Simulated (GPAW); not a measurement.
# Fe (Fmmm) in GPAW: notebook

Aim: see how the results for Fe move with the level of theory and the settings. Levels: PBEsol, PBEsol+U. Tasks: band structure.

All numbers are computed with GPAW 26.7.0; they aren't measurements. Logs are shortened: lines on timing, memory, paths and dates and some standing lists are left out, and cuts for length are marked. The log counts tension as positive stress, the text compression.

### Step 1. The structure

Symmetry: Fmmm, No. 69, orthorhombic system. Conventional cell: a = 2.997 Å, b = 3.883 Å, c = 3.930 Å, α = 90.00°, β = 90.00°, γ = 90.00°. Fe (site symmetry mmm) has 12 Fe at 2.45 to 2.76 Å as nearest neighbours.

### Step 2. Band structure, PBEsol, collinear spin, ferromagnetic start

Input file run.py:

```python
from ase import Atoms
from ase.dft.bandgap import bandgap
from ase.io import write
from ase.units import GPa
from gpaw import GPAW, PW, setup_paths

setup_paths.insert(0, '.')

atoms = Atoms(['Fe'],
              cell=[[0.0, 1.9417396906, 1.9651051623],
                    [1.4984397099, 0.0, 1.9651051623],
                    [1.4984397099, 1.9417396906, 0.0]],
              scaled_positions=[[0.0, 0.0, 0.0]],
              pbc=True)
atoms.set_initial_magnetic_moments([3.0])

calc = GPAW(mode=PW(600),
            xc='PBEsol',
            kpts={'size': (11, 11, 11), 'gamma': True},
            occupations={'name': 'fermi-dirac', 'width': 0.05},
            nbands=12,
            convergence={'density': 1e-05, 'energy': 1e-05},
            maxiter=150,
            txt='gpaw.txt')
atoms.calc = calc
energy = atoms.get_potential_energy()
forces = atoms.get_forces()
stress = atoms.get_stress()
calc.write('gs.gpw')
write('result.traj', atoms)
print(f'Energy: {energy:.6f} eV')
print('Forces (eV/A):')
print(forces.round(4))
print('Stress (GPa):', (stress / GPa).round(3))
print('Moments:', calc.get_magnetic_moments().round(3))
print('Fermi level:', round(calc.get_fermi_level(), 4), 'eV')
print(f'Gap: {bandgap(calc)[0]:.4f} eV, direct: {bandgap(calc, direct=True)[0]:.4f} eV')

path = atoms.cell.bandpath('GYCDXGZD1HC,C1Z,XH1,HY,LG', npoints=60, eps=1e-4)
bs_calc = calc.fixed_density(kpts=path, symmetry='off', nbands=19,
                             convergence={'bands': 'CBM+6.0', 'eigenstates': 1e-6}, txt='bands.txt')
bs = bs_calc.band_structure()
bs.write('bs.json')
print(f'Gap on the path: {bandgap(bs_calc)[0]:.4f} eV')
```

Potentials or basis: PAW data sets generated in the run's folder for this functional, pw.

Launch:

```console
$ gpaw-setup -f PBEsol Fe
$ OMP_NUM_THREADS=1 python run.py
```

gpaw.txt:

```text
__  _  _
 | _ |_)|_||  |
 |__||  | ||/\| - 26.7.0

Input parameters:
  mode=PW(ecut=600.0),
  convergence={'density': 1e-05, 'energy': 1e-05},
  kpts=MonkhorstPack(size=(11, 11, 11), gamma=True),
  maxiter=150,
  nbands=12,
  occupations=Occupations(name='fermi-dirac', width=0.05),
  xc=XC(name='PBEsol')

Diagonalizing LCAO Hamiltonian
Converting LCAO to pw mode

       Fe

Atoms  # Å, Bohr magnetons
|   | symbol |        x |        y |        z |    initial magnetic moments |
|---|--------|----------|----------|----------|-----------------------------|
| 0 |     Fe | 0.000000 | 0.000000 | 0.000000 | ( 0.0000,  0.0000,  3.0000) |

Unit cell  # Å
| periodic |        x |        y |        z |  lengths |    angles |
|----------|----------|----------|----------|----------|-----------|
|      yes | 0.000000 | 1.941740 | 1.965105 | 2.762606 | 68.256930 |
|      yes | 1.498440 | 0.000000 | 1.965105 | 2.471226 | 56.189817 |
|      yes | 1.498440 | 1.941740 | 0.000000 | 2.452687 | 55.553253 |

Number of symmetries: 8
Symmetry operations  # r_c * U_cc + t_c -> r_c
|   | kind |            matrix            |
|---|------|------------------------------|
| 0 |  σ   |  1, 0, 0,  1, 0,-1,  1,-1, 0 |
| 1 |  E   |  1, 0, 0,  0, 1, 0,  0, 0, 1 |
| 2 |  C2  |  0, 1,-1,  1, 0,-1,  0, 0,-1 |
| 3 |  σ   |  0, 1,-1,  0, 1, 0, -1, 1, 0 |
| 4 |  C2  |  0,-1, 1,  0,-1, 0,  1,-1, 0 |
| 5 |  σ   |  0,-1, 1, -1, 0, 1,  0, 0, 1 |
| 6 |  i   | -1, 0, 0,  0,-1, 0,  0, 0,-1 |
| 7 |  C2  | -1, 0, 0, -1, 0, 1, -1, 1, 0 |

BZ-sampling:
  Number of BZ points: 1331
  Number of IBZ points: 216

  Monkhorst-Pack size: [11, 11, 11]
  Monkhorst-Pack shift: [0, 0, 0]

K-points  # in reciprocal-cell coordinates
|     |                                coordinates |     weight |
|-----|--------------------------------------------|------------|
|   0 | (  0.00000000,   0.00000000,   0.00000000) | 0.00075131 |
|   1 | (  0.00000000,   0.09090909,   0.09090909) | 0.00150263 |
|   2 | (  0.00000000,   0.18181818,   0.18181818) | 0.00150263 |
|   3 | (  0.00000000,   0.27272727,   0.27272727) | 0.00150263 |
|   4 | (  0.00000000,   0.36363636,   0.36363636) | 0.00150263 |
|   5 | (  0.00000000,   0.45454545,   0.45454545) | 0.00150263 |
|   6 | (  0.09090909,  -0.45454545,  -0.45454545) | 0.00300526 |
|   7 | (  0.09090909,  -0.36363636,  -0.45454545) | 0.00300526 |
|   8 | (  0.09090909,   0.00000000,   0.09090909) | 0.00150263 |
|   9 | (  0.09090909,   0.09090909,   0.00000000) | 0.00150263 |
| ... |                                            |            |
| 215 | (  0.45454545,   0.45454545,   0.45454545) | 0.00601052 |

Plane wave coefficients: 396
Cutoff: 600.0 eV

Spin-components: 2 (collinear spins)
Bands:           12
Projectors:      6
Spin-degeneracy: 1
Datatype:        complex128

Parallelization:
  kpt:    1
  domain: 1
  band:   1

Density:
  Valence electrons: 8.0
  Components: 2
  Grid points: [16 16 16]
  Charge: 0.0  # |e|

Potential:
  Grid points: [16 16 16]

species:
  Fe:
    name:    Iron
    Z:       26.0
    valence: 8
    core:    18
    charge:  0.0  # [|e|]
    compensation charges:
      type: gauss
      rc: 0.33  # [Å]
      lmax: 2
    cutoffs:
      filter: 2.06  # [Å]
      core: 2.67  # [Å]
    projectors
    | kind |    occ | energy [eV] | rcut [Å] |
    |------|--------|-------------|----------|
    |   4s |  2.000 |      -5.310 |    1.164 |
    |   4p |  0.000 |      -1.300 |    1.058 |
    |   3d |  6.000 |      -7.529 |    1.058 |
    |    s |        |      21.902 |    1.164 |
    |    p |        |      25.911 |    1.058 |
    |    d |        |      19.682 |    1.058 |

    Using partial waves for Fe as LCAO basis

Reference energy: -34587.149600  # eV

eigensolver:
  PPCG
  Converge bands: occupied
  niter=2

density mixing:
  MSR1-Mixer
  Pratt-step length: 0.05
  Maximum mixing coefficient: 0.75
  Old densities: 10
  SVD Regularization: 0.005
  Good broyden scale: 1.0
  Trust region scale: 1.0
  Backstep threshold: 4.0
  History deletion threshold: 6.0
  Fourier metric: weight=20.0, sigma=0.015

occupation numbers:
  Fermi-Dirac:
    width: 0.0500  # eV

poisson solver:
  ecut: 4800.0  # eV

xc functional:
  name: PBEsol with 2 nearest neighbor stencil

convergence criteria:
- Maximum integral of absolute [dens]ity change: 1e-05 electrons / valence electron
- Maximum [total energy] change in last 3 cyles: 1e-05 eV / valence electron
- Maximum integral of absolute [eigenst]ate change: 4e-08 eV^2 / valence electron
maximum number of iterations: 150

SCF iterations
|iter     | |      energy | eigst |  dens |  magmom |
|---------|-|-------------|-------|-------|---------|
|iter:   1| |   -9.530827 | +0.12 |       |  +3.0050|
|iter:   2| |   -9.526021 | -2.11 | -0.91 |  +2.9749|
|iter:   3| |   -9.589339 | -2.23 | -0.96 |  +2.7038|
|iter:   4| |   -9.625236 | -3.09 | -1.29 |  +2.5543|
|iter:   5| |   -9.649968 | -2.78 | -1.45 |  +2.3009|
|iter:   6| |   -9.651274 | -4.43 | -2.09 |  +2.2215|
|iter:   7| |   -9.651568 | -4.28 | -2.26 |  +2.2208|
|iter:   8| |   -9.651572 | -6.09 | -2.98 |  +2.2138|
|iter:   9| |   -9.651576c| -6.56 | -3.43 |  +2.2168|
|iter:  10| |   -9.651576c| -7.87c| -4.30 |  +2.2164|
|iter:  11| |   -9.651576c| -7.81c| -4.62 |  +2.2165|
|iter:  12| |   -9.651576c| -8.99c| -5.28c|  +2.2165|

Converged in 12 steps
Energy contributions relative to reference atoms: (reference = -34587.149600)

Energy contributions:
  Kinetic:           6.013117
  Coulomb:          -4.994094
  Zero:              0.064371
  External:          0.000000
  Xc:              -10.730806
  Entropy:          -0.008329
  Spinorbit:         0.000000
  ----------------------------
  Free energy:      -9.655741
  Extrapolated:     -9.651576

dipole moment: (-7.365377, -9.544358, -9.659208)  # |e|*Ang

Total magnetic moment: (0.000000, 0.000000, 2.216505)

Local magnetic moments
|        x |        y |        z |
|----------|----------|----------|
| 0.000000 | 0.000000 | 2.234259 |  # Fe   0

Fermi level: 9.869
Eigenvalues  # (at kpt = [0.000, 0.000, 0.000])
| band index |      eig [eV] | occ [0-1] |      eig [eV] | occ [0-1] |
|------------|---------------|-----------|---------------|-----------|
|          0 |         1.278 |     1.000 |         1.543 |     1.000 |
|          1 |         7.414 |     1.000 |         9.302 |     1.000 |
|          2 |         7.506 |     1.000 |         9.442 |     1.000 |
|          3 |         7.845 |     1.000 |         9.934 |     0.215 |
|          4 |         8.584 |     1.000 |        11.125 |     0.000 |
|          5 |         8.979 |     1.000 |        11.731 |     0.000 |
|          6 |        33.633 |     0.000 |        33.476 |     0.000 |
|          7 |        35.039 |     0.000 |        35.007 |     0.000 |
|          8 |        35.118 |     0.000 |        35.295 |     0.000 |
|          9 |        35.190 |     0.000 |        36.957 |     0.000 |
|         10 |        35.275 |     0.000 |        36.963 |     0.000 |
|         11 |        35.453 |     0.000 |        36.977 |     0.000 |

No gap
No difference between direct/indirect transitions

Forces  # eV/Ang
|       x |       y |       z |
|---------|---------|---------|
| 0.00000 | 0.00000 | 0.00000 |  # Fe   0

Stress tensor  # eV/Ang^3
|        x |        y |        z |
|----------|----------|----------|
| 0.078358 | 0.000000 | 0.000000 |
| 0.000000 | 0.020559 | 0.000000 |
| 0.000000 | 0.000000 | 0.035327 |

# Writing to gs.gpw (mode='')
```

Run time: 45 s. Hardware: 1 thread of Arm Neoverse V2, shared host; peak memory 0.21 GiB.

What came out:

- Free energy: -9.6557 eV
- Pressure: -7.2 GPa
- Band gap along the path: none (metal or under the smearing width)
- Net moment: 2.22 μB per cell
- Site moments: Fe +2.23 μB

Stress tensor (GPa, compression positive):
```
-12.55   0.00   0.00
  0.00  -3.29   0.00
  0.00   0.00  -5.66
```

Levels at the corners of the path, in eV from the Fermi level:
Spin up:
```tsv
point	band 2	band 3	band 4	band 5	band 6
Γ	-2.46	-2.36	-2.02	-1.29	-0.89
Y	-3.72	-0.74	-0.69	0.49	0.92
C	-3.23	-3.13	-0.98	-0.64	8.33
D	-4.62	-0.18	-0.11	0.15	8.22
X	-4.72	0.01	0.13	0.24	7.71
Γ	-2.46	-2.36	-2.02	-1.29	-0.89
Z	-3.74	-0.70	-0.63	0.42	0.69
D1	-4.62	-0.18	-0.11	0.15	8.22
H	-4.61	-0.21	-0.18	0.26	8.23
C	-3.23	-3.13	-0.98	-0.64	8.33
C1	-3.23	-3.13	-0.98	-0.64	8.33
Z	-3.74	-0.70	-0.63	0.42	0.69
X	-4.72	0.01	0.13	0.24	7.71
H1	-4.61	-0.21	-0.18	0.26	8.23
H	-4.61	-0.21	-0.18	0.26	8.23
Y	-3.72	-0.74	-0.69	0.49	0.92
L	-3.19	-1.35	-0.74	0.13	0.34
Γ	-2.46	-2.36	-2.02	-1.29	-0.89
```
Spin down:
| point | band 1 | band 2 | band 3 | band 4 | band 5 | band 6 |
| --- | --- | --- | --- | --- | --- | --- |
| Γ | -8.33 | -0.57 | -0.43 | 0.06 | 1.26 | 1.86 |
| Y | -3.59 | -2.03 | 1.14 | 1.86 | 1.99 | 2.72 |
| C | -1.97 | -1.78 | -1.70 | 1.78 | 2.04 | 9.31 |
| D | -3.02 | -2.85 | 1.98 | 2.10 | 2.38 | 8.68 |
| X | -3.14 | -2.95 | 2.34 | 2.36 | 2.44 | 8.08 |
| Γ | -8.33 | -0.57 | -0.43 | 0.06 | 1.26 | 1.86 |
| Z | -3.61 | -2.08 | 0.91 | 1.92 | 2.05 | 2.69 |
| D1 | -3.02 | -2.85 | 1.98 | 2.10 | 2.38 | 8.68 |
| H | -3.02 | -2.84 | 1.91 | 2.09 | 2.45 | 8.69 |
| C | -1.97 | -1.78 | -1.70 | 1.78 | 2.04 | 9.31 |
| C1 | -1.97 | -1.78 | -1.70 | 1.78 | 2.04 | 9.31 |
| Z | -3.61 | -2.08 | 0.91 | 1.92 | 2.05 | 2.69 |
| X | -3.14 | -2.95 | 2.34 | 2.36 | 2.44 | 8.08 |
| H1 | -3.02 | -2.84 | 1.91 | 2.09 | 2.45 | 8.69 |
| H | -3.02 | -2.84 | 1.91 | 2.09 | 2.45 | 8.69 |
| Y | -3.59 | -2.03 | 1.14 | 1.86 | 1.99 | 2.72 |
| L | -3.65 | -1.37 | 0.33 | 1.15 | 1.92 | 2.64 |
| Γ | -8.33 | -0.57 | -0.43 | 0.06 | 1.26 | 1.86 |

### Step 3. Band structure, PBEsol+U, collinear spin, ferromagnetic start

Edit run.py of step 2 so:

```diff
@@ -20,2 +20,3 @@
             occupations={'name': 'fermi-dirac', 'width': 0.05},
+            setups={'Fe': ':d,1.0'},
             nbands=12,
```

Potentials or basis: PAW data sets generated in the run's folder for this functional, pw.

Launch:

```console
$ gpaw-setup -f PBEsol Fe
$ OMP_NUM_THREADS=1 python run.py
```

Wall time 46 s (1 thread of Arm Neoverse V2, shared host); peak memory 0.21 GiB.

The run converged. Its results:

| Item | Value |
| --- | --- |
| Free energy | -8.8915 eV |
| Pressure | 3.7 GPa |
| Band gap along the path | none (metal or under the smearing width) |
| Net moment | 2.61 μB per cell |
| Site moments | Fe +2.65 μB |

Stress tensor (GPa, compression positive):
```
0.21 0.00 0.00
0.00 5.73 0.00
0.00 0.00 5.31
```

Levels at the corners of the path, in eV from the Fermi level:
Spin up:
```tsv
point	band 1	band 2	band 3	band 4	band 5	band 6
Γ	-8.57	-2.88	-2.80	-2.49	-1.71	-1.30
Y	-5.28	-4.13	-1.17	-1.12	0.05	0.95
C	-3.81	-3.58	-3.46	-1.40	-1.08	8.22
D	-5.13	-4.97	-0.65	-0.54	-0.32	8.22
X	-5.24	-5.07	-0.48	-0.33	-0.20	7.73
Γ	-8.57	-2.88	-2.80	-2.49	-1.71	-1.30
Z	-5.28	-4.13	-1.14	-1.07	-0.05	0.72
D1	-5.13	-4.97	-0.65	-0.54	-0.32	8.22
H	-5.13	-4.96	-0.66	-0.66	-0.19	8.23
C	-3.81	-3.58	-3.46	-1.40	-1.08	8.22
C1	-3.81	-3.58	-3.46	-1.40	-1.08	8.22
Z	-5.28	-4.13	-1.14	-1.07	-0.05	0.72
X	-5.24	-5.07	-0.48	-0.33	-0.20	7.73
H1	-5.13	-4.96	-0.66	-0.66	-0.19	8.23
H	-5.13	-4.96	-0.66	-0.66	-0.19	8.23
Y	-5.28	-4.13	-1.17	-1.12	0.05	0.95
L	-5.22	-3.62	-1.76	-1.17	-0.14	0.17
Γ	-8.57	-2.88	-2.80	-2.49	-1.71	-1.30
```
Spin down:
```csv
point,band 1,band 2,band 3,band 4,band 5,band 6
Γ,-8.31,-0.05,0.11,0.65,1.88,2.57
Y,-3.26,-1.57,1.15,2.54,2.66,3.34
C,-1.60,-1.42,-1.35,2.49,2.72,9.58
D,-2.60,-2.45,2.55,2.74,3.01,8.77
X,-2.72,-2.53,2.99,3.00,3.05,8.13
Γ,-8.31,-0.05,0.11,0.65,1.88,2.57
Z,-3.30,-1.64,0.91,2.63,2.72,3.33
D1,-2.60,-2.45,2.55,2.74,3.01,8.77
H,-2.60,-2.44,2.49,2.72,3.07,8.78
C,-1.60,-1.42,-1.35,2.49,2.72,9.58
C1,-1.60,-1.42,-1.35,2.49,2.72,9.58
Z,-3.30,-1.64,0.91,2.63,2.72,3.33
X,-2.72,-2.53,2.99,3.00,3.05,8.13
H1,-2.60,-2.44,2.49,2.72,3.07,8.78
H,-2.60,-2.44,2.49,2.72,3.07,8.78
Y,-3.26,-1.57,1.15,2.54,2.66,3.34
L,-3.36,-0.87,0.33,1.79,2.61,3.29
Γ,-8.31,-0.05,0.11,0.65,1.88,2.57
```

Caveat: the U is typed as a test and isn't derived for this compound. The state reached can hang on the start; a lower one may exist.
